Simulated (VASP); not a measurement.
# CsH in VASP: further runs, part 2 of 2

VASP 6.6.1.

## Step 3: Single point, r2SCAN

This run uses another cell than the first one: it holds 6 atoms, not 2.

Contents of POSCAR:

```
CsH
1.0
    3.8184085400      0.0000000000      0.0000000000
    0.0000000000      3.8184085400      0.0000000000
    0.0000000000      0.0000000000     21.5460213500
Cs H
3 3
Direct
    0.0000000000      0.0000000000      0.2784736867
    0.0000000000      0.0000000000      0.4556947373
    0.0000000000      0.0000000000      0.6329157880
    0.5000000000      0.5000000000      0.3670842120
    0.5000000000      0.5000000000      0.5443052627
    0.5000000000      0.5000000000      0.7215263133
```

Contents of INCAR.step1:

```
SYSTEM = CsH
PREC = Accurate
ENCUT = 520
ISMEAR = 1
SIGMA = 0.1
LREAL = .FALSE.
LASPH = .TRUE.
NELM = 100
LDIPOL = .TRUE.
IDIPOL = 3
DIPOL = 0.5 0.5 0.500
NBANDS = 24
GGA = PE
ALGO = Normal
EDIFF = 1E-4
LWAVE = .TRUE.
LCHARG = .FALSE.
```

Contents of INCAR.step2:

```
SYSTEM = CsH
PREC = Accurate
ENCUT = 520
EDIFF = 1E-6
ISMEAR = 1
SIGMA = 0.1
LREAL = .FALSE.
LASPH = .TRUE.
NELM = 100
ALGO = Normal
ISIF = 2
LWAVE = .FALSE.
LCHARG = .FALSE.
LDIPOL = .TRUE.
IDIPOL = 3
DIPOL = 0.5 0.5 0.500
METAGGA = R2SCAN
LMIXTAU = .TRUE.
NBANDS = 24
ISTART = 1
```

Contents of KPOINTS:

```
regular mesh
0
G
  4 4 1
  0 0 0
```

Potentials or basis: VASP PAW PBE potentials, release 64 (Cs_sv, H).

Started as:

```sh
cat potpaw_PBE.64/Cs_sv/POTCAR potpaw_PBE.64/H/POTCAR > POTCAR
cp INCAR.step1 INCAR
mpirun -np 1 vasp_std > vasp.out
cp INCAR.step2 INCAR
mpirun -np 1 vasp_std > vasp.out
```

OUTCAR:

```text
SYSTEM = CsH
   PREC = Accurate
   ENCUT = 520
   EDIFF = 1E-6
   ISMEAR = 1
   LREAL = .FALSE.
   LASPH = .TRUE.
   NELM = 100
   ISIF = 2
   METAGGA = R2SCAN
   ISTART = 1

 ion  position               nearest neighbor table
   1  0.000  0.000  0.278-
   2  0.000  0.000  0.456-
   3  0.000  0.000  0.633-
   4  0.500  0.500  0.367-
   5  0.500  0.500  0.544-
   6  0.500  0.500  0.722-

  LATTYP: Found a simple tetragonal cell.
 ALAT       =     3.8184085400
 C/A-ratio  =     5.6426705326

  Lattice vectors:

 A1 = (   3.8184085400,   0.0000000000,   0.0000000000)
 A2 = (   0.0000000000,   3.8184085400,   0.0000000000)
 A3 = (   0.0000000000,   0.0000000000,  21.5460213500)

Analysis of symmetry for initial positions (statically):
=====================================================================
 Subroutine PRICEL returns:
 Original cell was already a primitive cell.

 Routine SETGRP: Setting up the symmetry group for a
 simple tetragonal supercell.

 Subroutine GETGRP returns: Found  8 space group operations
 (whereof  8 operations were pure point group operations)
 out of a pool of 16 trial point group operations.

The static configuration has the point symmetry C_4v.

Analysis of symmetry for dynamics (positions and initial velocities):
=====================================================================
 Subroutine PRICEL returns:
 Original cell was already a primitive cell.

 Routine SETGRP: Setting up the symmetry group for a
 simple tetragonal supercell.

 Subroutine GETGRP returns: Found  8 space group operations
 (whereof  8 operations were pure point group operations)
 out of a pool of 16 trial point group operations.

The dynamic configuration has the point symmetry C_4v.

 Subroutine INISYM returns: Found  8 space group operations
 (whereof  8 operations are pure point group operations),
 and found     1 'primitive' translations

----------------------------------------------------------------------------------------

                                     Primitive cell

  volume of cell :     314.1462

  direct lattice vectors                    reciprocal lattice vectors
     3.818408540  0.000000000  0.000000000     0.261889211  0.000000000  0.000000000
     0.000000000  3.818408540  0.000000000     0.000000000  0.261889211  0.000000000
     0.000000000  0.000000000 21.546021350     0.000000000  0.000000000  0.046412281

  length of vectors
     3.818408540  3.818408540 21.546021350     0.261889211  0.261889211  0.046412281

  position of ions in fractional coordinates (direct lattice)
     0.000000000  0.000000000  0.278473687
     0.000000000  0.000000000  0.455694737
     0.000000000  0.000000000  0.632915788
     0.500000000  0.500000000  0.367084212
     0.500000000  0.500000000  0.544305263
     0.500000000  0.500000000  0.721526313

  ion indices of the primitive-cell ions
   primitive index   ion index
                 1           1
                 2           2
                 3           3
[... 32 lines left out ...]
  0.000000  0.000000  0.000000      1.000000
  0.250000  0.000000  0.000000      4.000000
  0.500000  0.000000  0.000000      2.000000
  0.250000  0.250000  0.000000      4.000000
  0.500000  0.250000  0.000000      4.000000
  0.500000  0.500000  0.000000      1.000000
   k-points           NKPTS =      6   k-points in BZ     NKDIM =      6   number of bands    NBANDS=     24
   number of dos      NEDOS =    301   number of ions     NIONS =      6
   total plane-waves  NPLWV = 125440
   dimension x,y,z NGX =    28 NGY =   28 NGZ =  160
   dimension x,y,z NGXF=    56 NGYF=   56 NGZF=  320
   ions per type =               3   3
   NGX,Y,Z   is equivalent  to a cutoff of  12.19, 12.19, 12.35 a.u.
   NGXF,Y,Z  is equivalent  to a cutoff of  24.38, 24.38, 24.69 a.u.
 SYSTEM =  CsH
   PREC   = accura    normal or accurate (medium, high low for compatibility)
   ISTART =      1    job   : 0-new  1-cont  2-samecut
   ICHARG =      0    charge: 1-file 2-atom 10-const
   ISPIN  =      1    spin polarized calculation?
   LNONCOLLINEAR =      F non collinear calculations
   LSORBIT =      F    spin-orbit coupling
   LASPH  =      T    aspherical Exc in radial PAW
   ENCUT  =  520.0 eV  38.22 Ry    6.18 a.u.   7.10  7.10 40.06*2*pi/ulx,y,z
   NELM   =    100;   NELMIN=  2; NELMDL=  0     # of ELM steps
   EDIFF  = 0.1E-05   stopping-criterion for ELM
   LREAL  =      F    real-space projection
   EDIFFG = 0.1E-04   stopping-criterion for IOM
   NSW    =      0    number of steps for IOM
   IBRION =     -1    ionic relax: 0-MD 1-quasi-New 2-CG
   NFREE  =      0    steps in history (QN), initial steepest desc. (CG)
   ISIF   =      2    stress and relaxation
   ISYM   =      2    0-nonsym 1-usesym 2-fastsym
   POTIM  = 0.5000    time-step for ionic-motion
   TEBEG  =    0.0;   TEEND  =   0.0 temperature during run
   PSTRESS=    0.0 pullay stress
   NELECT =      30.0000    total number of electrons
   NUPDOWN=      -1.0000    fix difference up-down
   EMIN   =  10.00;   EMAX   =-10.00  energy-range for DOS
   EFERMI =   0.00;   METHOD = LEGACY
   ISMEAR =     1;   SIGMA  =   0.10  broadening in eV -4-tet -1-fermi 0-gaus
   EFERMI_NEDOS =   21; number of points for ismear=-14 and -15
   IALGO  =     38    algorithm
   IMIX   =      4    mixing-type and parameters
     AMIX     =   0.40;   BMIX     =  1.00
     AMIX_MAG =   1.60;   BMIX_MAG =  1.00
  volume/ion in A,a.u.               =      52.36       353.33
  Fermi-wavevector in a.u.,A,eV,Ry     =   0.748292  1.414067  7.618465  0.559941
  Thomas-Fermi vector in A             =   1.844546
   LORBIT       =      0    0 simple, 1 ext, 2 COOP (PROOUT), +10 PAW based schemes
   METAGGA = R2SCAN    functional components
   LHFCALC =     F    Hartree Fock is set to
   AEXX    =    0.0000 exact exchange contribution
   IVDW    =     0    specifies the selected vdW correction
   LEPSILON=     F    determine dielectric tensor
   LRPA    =     F    only Hartree local field effects (RPA)
 non-spin polarized calculation
 Methfessel and Paxton  Order N= 1 SIGMA  =   0.10
  energy-cutoff  :      520.00
  volume of cell :      314.15
 maximum number of plane-waves:      8474
   NGX = 15   NGY = 15   NGZ = 81

 dipolmoment           0.000000      0.000000     -0.079744 electrons x Angstroem

 number of electron      30.0000001 magnetization

 dipolmoment           0.000000      0.000000      0.330892 electrons x Angstroem

 Free energy of the ion-electron system (eV)
  ---------------------------------------------------
  ext. energy  EPLUGINS =         0.00000000
  ---------------------------------------------------
  free energy    TOTEN  =       -84.62523831 eV

  energy without entropy =      -84.61137081  energy(sigma->0) =      -84.62061581

 E-fermi :  -1.2497     XC(G=0):  -5.0582

 val. band max:       -1.2533239238   @ k =   0.5000   0.2500   0.0000
 cond. band min:      -1.1866829005   @ k =   0.5000   0.5000   0.0000
 fundamental gap:      0.0666410233
 Fermi energy:        -1.2496612864

 k-point     1 :       0.0000    0.0000    0.0000
  band No.  band energies     occupation
      1     -26.6502      2.00000
      2     -25.2394      2.00000
      3     -23.7845      2.00000
      4     -13.1986      2.00000
      5     -12.3765      2.00000
      6     -12.3765      2.00000
[... 151 lines left out ...]
     23       3.4245      0.00000
     24       3.4245      0.00000

------------------------ aborting loop because EDIFF is reached ----------------------------------------

 vacuum level on the upper side and lower side of the slab       (xc-potential included)         3.594        -2.077

  FORCE on cell =-STRESS in cart. coord.  units (eV):
  Direction    XX          YY          ZZ          XY          YZ          ZX
  --------------------------------------------------------------------------------------
  -------------------------------------------------------------------------------------
  Total        1.1117685      1.1117685     -1.2746672      0.0000000      0.0000000      0.0000000
  in kB        5.6701308      5.6701308     -6.5009306      0.0000000      0.0000000      0.0000000
  external PRESSURE =       1.6131103 kB  Pullay stress =       0.0000000 kB

 VOLUME and BASIS-vectors are now :
 -----------------------------------------------------------------------------
  energy-cutoff  :      520.00
  volume of cell :      314.15
      direct lattice vectors                 reciprocal lattice vectors
     3.818408540  0.000000000  0.000000000     0.261889211  0.000000000  0.000000000
     0.000000000  3.818408540  0.000000000     0.000000000  0.261889211  0.000000000
     0.000000000  0.000000000 21.546021350     0.000000000  0.000000000  0.046412281

 POSITION                                       TOTAL-FORCE (eV/Angst)
 -----------------------------------------------------------------------------------
      0.00000      0.00000      6.00000         0.000000     -0.000000      0.230788
      0.00000      0.00000      9.81841        -0.000000     -0.000000      0.399514
      0.00000      0.00000     13.63682        -0.000000      0.000000      0.729708
      1.90920      1.90920      7.90920        -0.000000     -0.000000     -0.407268
      1.90920      1.90920     11.72761        -0.000000     -0.000000     -0.391628
      1.90920      1.90920     15.54602         0.000000     -0.000000     -0.561113
 -----------------------------------------------------------------------------------
    total drift:                               -0.000000      0.000000      0.000709

  FREE ENERGIE OF THE ION-ELECTRON SYSTEM (eV)
  ---------------------------------------------------
  free  energy   TOTEN  =       -84.6252383054 eV

  energy  without entropy=      -84.6113708057  energy(sigma->0) =      -84.62061581

 vacuum level on the upper side and lower side of the slab         5.674         1.075
```

Wall time 7.2 min (1 thread of Intel Xeon Platinum 8488C (Sapphire Rapids), shared host); peak memory 0.41 GiB.

What came out:

- Free energy: -84.6252 eV
- Largest force: 0.730 eV/Å
- Band gap on the k mesh: none (metal or under the smearing width)

Forces in eV/Å, atoms in the order of the input:
```
Cs   0.000  0.000  0.231
Cs   0.000  0.000  0.400
Cs   0.000  0.000  0.730
H    0.000  0.000 -0.407
H    0.000  0.000 -0.392
H    0.000  0.000 -0.561
```

Levels at points of the mesh, in eV from the Fermi level:
| k point | band 12 | band 13 | band 14 | band 15 | band 16 | band 17 | band 18 | band 19 |
| --- | --- | --- | --- | --- | --- | --- | --- | --- |
| (0.00, 0.00, 0.00) | -8.25 | -3.63 | -2.09 | -0.52 | -0.36 | 0.88 | 1.09 | 2.35 |
| (0.50, 0.00, 0.00) | -8.10 | -3.13 | -1.67 | -0.03 | 0.99 | 1.08 | 2.27 | 2.69 |
| (0.50, 0.50, 0.00) | -8.52 | -3.16 | -1.68 | 0.06 | 0.43 | 1.36 | 1.36 | 3.03 |

Caveat: the k mesh is coarse (spacing up to 0.41 Å⁻¹), so the values aren't converged; the PAW data sets were made with another functional, which shifts forces and pressure a little. The run has no spin-orbit coupling, so splittings on Cs are missing.
